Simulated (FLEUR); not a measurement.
# GaP (R-3m) in FLEUR: single point with PBE

Aim: the single point of GaP with PBE.

Program: FLEUR MaX-R8.1 (later development tree). These are calculated values, not measurements. Logs are shortened: lines on timing, memory, paths and dates and some standing lists are left out, and cuts for length are marked.

## (1) The structure

The structure is trigonal, space group R-3m (No. 166). Conventional cell: a = 3.886 Å, b = 3.886 Å, c = 19.292 Å, α = 90.00°, β = 90.00°, γ = 120.00°. Ga (site symmetry 3m) is surrounded by 3 P at 2.40 Å and 1 Ga at 2.49 Å. Around P (site symmetry 3m) lie 1 P at 2.21 Å and 3 Ga at 2.40 Å.

Measurements of this composition are mostly on another form, of space group No. 216.

## (2) Single point, PBE

File inp.xml:

```xml
<?xml version="1.0" encoding="UTF-8" standalone="no"?>
<fleurInput fleurInputVersion="0.39">
   <comment>
      GaP                                                                                                 
   </comment>
   <calculationSetup>
      <cutoffs Kmax="4.41" Gmax="13.7" GmaxXC="13.7" numbands="0"/>
      <scfLoop itmax="60" minDistance="0.00001" maxIterBroyd="15" imix="Anderson" alpha="0.05" precondParam="0.0" spinf="2.0" sdNocoIR="T"/>
      <coreElectrons ctail="T" frcor="F" kcrel="0" coretail_lmax="0"/>
      <xcFunctional name="pbe" relativisticCorrections="F"/>
      <magnetism jspins="1"/>
      <soc l_soc="F" theta="0.0" phi="0.0" spav="F"/>
      <expertModes spex="0" secvar="F"/>
      <geometryOptimization l_f="T" forcealpha="1.0" forcemix="BFGS" epsdisp="0.0005" epsforce="0.0002"/>
      <ldaU l_linMix="F" mixParam="0.05" spinf="1.0"/>
   </calculationSetup>
   <cell>
      <bzIntegration valenceElectrons="64.0" mode="hist" fermiSmearingEnergy="0.00183747">
         <kPointListSelection listName="default-1"/>
         <!-- k-points included here -->
         <xi:include xmlns:xi="http://www.w3.org/2001/XInclude" href="kpts.xml"> </xi:include>
      </bzIntegration>
      <!-- symmetry operations included here -->
      <xi:include xmlns:xi="http://www.w3.org/2001/XInclude" href="sym.xml"> </xi:include>
      <bulkLattice scale="1.0">
         <bravaisMatrix>
            <row-1>    3.6717665376366035     2.1198953988786413    12.1524698488784573</row-1>
            <row-2>   -3.6717665376366035     2.1198953988786413    12.1524698488784573</row-2>
            <row-3>    0.0000000000000000    -4.2397907977572826    12.1524698488784573</row-3>
         </bravaisMatrix>
      </bulkLattice>
   </cell>
   <atomSpecies>
      <species name="Gallium (Ga)" element="Ga" atomicNumber="31">
         <mtSphere radius="2.12" gridPoints="721" logIncrement="0.017"/>
         <atomicCutoffs lmax="9" lnonsphr="7"/>
         <electronConfig flipSpins="F">
            <coreConfig>(1s1/2) (2s1/2) (2p1/2) (2p3/2)</coreConfig>
            <valenceConfig>(3s1/2) (3p1/2) (3p3/2) (4s1/2) (3d3/2) (3d5/2) (4p1/2) (4p3/2)</valenceConfig>
            <stateOccupation state="(4p1/2)" spinUp="0.166667" spinDown="0.166667"/>
            <stateOccupation state="(4p3/2)" spinUp="0.333333" spinDown="0.333333"/>
         </electronConfig>
         <energyParameters s="4" p="4" d="3" f="4"/>
         <lo type="SCLO" l="0" n="3" eDeriv="0"/>
         <lo type="SCLO" l="1" n="3" eDeriv="0"/>
         <lo type="SCLO" l="1" n="3" eDeriv="1"/>
         <lo type="HELO" l="2" n="4" eDeriv="0"/>
         <lo type="HELO" l="2" n="4" eDeriv="1"/>
         <lo type="SCLO" l="3" n="4" eDeriv="2"/>
      </species>
      <species name="Phosphorous (P)" element="P" atomicNumber="15">
         <mtSphere radius="1.88" gridPoints="641" logIncrement="0.018"/>
         <atomicCutoffs lmax="8" lnonsphr="6"/>
         <electronConfig flipSpins="F">
            <coreConfig>(1s1/2) (2s1/2)</coreConfig>
            <valenceConfig>(2p1/2) (2p3/2) (3s1/2) (3p1/2) (3p3/2)</valenceConfig>
            <stateOccupation state="(3p1/2)" spinUp="0.500000" spinDown="0.500000"/>
            <stateOccupation state="(3p3/2)" spinUp="1.000000" spinDown="1.000000"/>
         </electronConfig>
         <energyParameters s="3" p="3" d="3" f="4"/>
         <lo type="SCLO" l="1" n="2" eDeriv="0"/>
         <lo type="SCLO" l="0" n="3" eDeriv="2"/>
         <lo type="SCLO" l="2" n="3" eDeriv="2"/>
         <lo type="SCLO" l="3" n="4" eDeriv="2"/>
      </species>
   </atomSpecies>
   <atomGroups>
      <atomGroup species="Gallium (Ga)">
         <relPos label="                   1">-.4353720000 -.4353720000 -.4353720000</relPos>
         <relPos label="                   2">.4353720000 .4353720000 .4353720000</relPos>
         <force calculate="T" relaxXYZ="TTT"/>
      </atomGroup>
      <atomGroup species="Phosphorous (P)">
         <relPos label="                   3">-.0573890000 -.0573890000 -.0573890000</relPos>
         <relPos label="                   4">.0573890000 .0573890000 .0573890000</relPos>
         <force calculate="T" relaxXYZ="TTT"/>
      </atomGroup>
   </atomGroups>
   <output dos="F" band="F" slice="F">
      <checks vchk="F" cdinf="F"/>
      <bandDOS minEnergy="-.5*Htr" maxEnergy="0.5*Htr" sigma="0.015" storeEVData="T"/>
      <vacuumDOS vacdos="F" integ="F" star="F" nstars="0" locx1="0.0" locy1="0.0" locx2="0.0" locy2="0.0" nstm="0" tworkf="0.0"/>
      <unfoldingBand unfoldBand="F" supercellX="1" supercellY="1" supercellZ="1"/>
      <plotting iplot="0" polar="F">
         <plot TwoD="T" vec1="  1.0  0.0  0.0" vec2="  0.0  1.0  0.0" vec3="  0.0  0.0  1.0" zero="  0.0  0.0  0.0" file="plot"/>
      </plotting>
      <chargeDensitySlicing numkpt="0" minEigenval="0.0" maxEigenval="0.0" nnne="0" pallst="F"/>
      <specialOutput eonly="F"/>
      <moessbauerParams electricFieldGradient="T" isomerShift="T" coreHyperfine="T" valenceHyperfine="T"/>
      <magneticCircularDichroism mcd="F" energyLo="-10.0" energyUp="0.0"/>
   </output>
  <!-- We include the file relax.xml here to enable relaxations (see documentation) -->
  <xi:include xmlns:xi="http://www.w3.org/2001/XInclude" href="relax.xml"> <xi:fallback/> </xi:include>
</fleurInput>
```

File crystal.txt:

```
GaP
&input cartesian=F /
1.9430151755  1.1218003346  6.4308101003
-1.9430151755  1.1218003346  6.4308101003
0.0000000000  -2.2436006692  6.4308101003
1.8897261246
1.0 1.0 1.0

4
31 0.5646280000  0.5646280000  0.5646280000
31 0.4353720000  0.4353720000  0.4353720000
15 0.9426110000  0.9426110000  0.9426110000
15 0.0573890000  0.0573890000  0.0573890000

&kpt div1=8 div2=8 div3=8 gamma=T /
```

Potentials or basis: all-electron, FLAPW.

Launch:

```sh
> inpgen -f crystal.txt -profile fastHighL
> # inp.xml edited to the form shown
> fleur_MPI
```

The program printed:

```text
Welcome to FLEUR        (www.flapw.de)
      MaX-Release 8.1          (www.max-centre.eu)

 ========== k-point set info ==========
 Selected k-point list: default-1
 k-point list type: mesh
 8 x 8 x 8
 Number of k points: 65

 ------------Calculation Setup---------------------------
 Number of MPI-tasks      :            1
 Number of PE/node        :            1
 Number of OMP-threads    :            1
 Most efficient MPI parallelization for:
           1           5          13          65
 Additional eigenvalue parallelization possible
 Number of basis functions:         1001
 Approximate size of matrices (H+S) per k-point:         0.015 GB
 --------------------------------------------------------
 Iteration:     1   Distance:       7.45244427 me/bohr^3
 Iteration:     2   Distance:       6.83708339 me/bohr^3
 Iteration:     3   Distance:       3.90637774 me/bohr^3
 Iteration:     4   Distance:       0.98164644 me/bohr^3
 Iteration:     5   Distance:       0.71639815 me/bohr^3
 Iteration:     6   Distance:       0.27628928 me/bohr^3
 Iteration:     7   Distance:       0.14539599 me/bohr^3
 Iteration:     8   Distance:       0.11118968 me/bohr^3
 Iteration:     9   Distance:       0.01745379 me/bohr^3
 Iteration:    10   Distance:       0.01330001 me/bohr^3
 Iteration:    11   Distance:       0.00191562 me/bohr^3
 Iteration:    12   Distance:       0.00058699 me/bohr^3
 Iteration:    13   Distance:       0.00046208 me/bohr^3
 Iteration:    14   Distance:       0.00008439 me/bohr^3
 Iteration:    15   Distance:       0.00003598 me/bohr^3
 Iteration:    16   Distance:       0.00003351 me/bohr^3
 Iteration:    17   Distance:       0.00001485 me/bohr^3
 Iteration:    18   Distance:       0.00000345 me/bohr^3
 Reset of history

 ********************************************************************
 Run finished successfully
 Stop message:
   Structural relaxation: new displacements generated
 ********************************************************************
```

Run time: 11 min. Hardware: 1 thread of Arm Neoverse V2, shared host; peak memory 0.15 GiB.

What came out:

```
Free energy                                           : -124423.2370 eV
Largest force                                         : 0.053 eV/Å
Band gap on the k mesh                                : 0.83 eV, indirect (least direct gap 1.14 eV)
Valence electrons inside the program's atomic spheres : Ga 19.10; P 8.40 (radii Ga 2.12, P 1.88 bohr)
```

Forces on the atoms (eV/Å):
```
Ga   0.000  0.000 -0.051
Ga   0.000  0.000  0.051
P    0.000  0.000 -0.053
P    0.000  0.000  0.053
```

Core levels (eV from the Fermi level):
```csv
atom,levels
1 Ga,"1s1/2 -10222.6, 2s1/2 -1257.3, 2p1/2 -1112.4, 2p3/2 -1084.8"
2 Ga,"1s1/2 -10222.6, 2s1/2 -1257.3, 2p1/2 -1112.4, 2p3/2 -1084.8"
3 P,"1s1/2 -2078.3, 2s1/2 -168.4"
4 P,"1s1/2 -2078.3, 2s1/2 -168.4"
```
